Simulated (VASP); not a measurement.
Crystal: CaF2 (pbe).

```xyz
3
Lattice="0.0000 2.7316 2.7316 2.7316 0.0000 2.7316 2.7316 2.7316 0.0000" Properties=species:S:1:pos:R:3 pbc="T T T"
Ca    0.0000    0.0000    0.0000
F     1.3658    1.3658    1.3658
F     4.0974    4.0974    4.0974
```

| Item | Value |
| --- | --- |
| Program | VASP 6.6.1 |
| Task | relaxation of cell and atoms |
| Functional | PBE |
| Potentials or basis | VASP PAW PBE potentials, release 64 (Ca_sv, F) |
| Cutoff | 600 eV |
| k mesh | 8 × 8 × 8 |
| Occupations | gaussian, width 0.02 eV |
| Spin | no spin polarisation |

At the start: pressure 2.3 GPa; volume 13.59 Å³/atom.

Q: Where does the relaxation end?

A: Over 3 steps the energy falls by 2.7 meV/atom and the volume is 13.97 Å³/atom (+2.8 %); space group Fm-3m (No. 225, to 0.05 Å).

The path:
| step | energy change (eV) | largest force (eV/Å) | pressure (GPa) | volume (Å³) |
| --- | --- | --- | --- | --- |
| 1 | 0.0000 | 0.0000 | 2.34 | 40.76 |
| 2 | -0.0080 | 0.0000 | -0.06 | 41.94 |
| 3 | -0.0080 | 0.0000 | -0.01 | 41.91 |

Final structure:
```
Ca F
1.0
     0.00000    2.75695    2.75695
     2.75695    0.00000    2.75695
     2.75695    2.75695    0.00000
Ca F
1 2
Direct
  0.00000 0.00000 0.00000
  0.25000 0.25000 0.25000
  0.75000 0.75000 0.75000
```
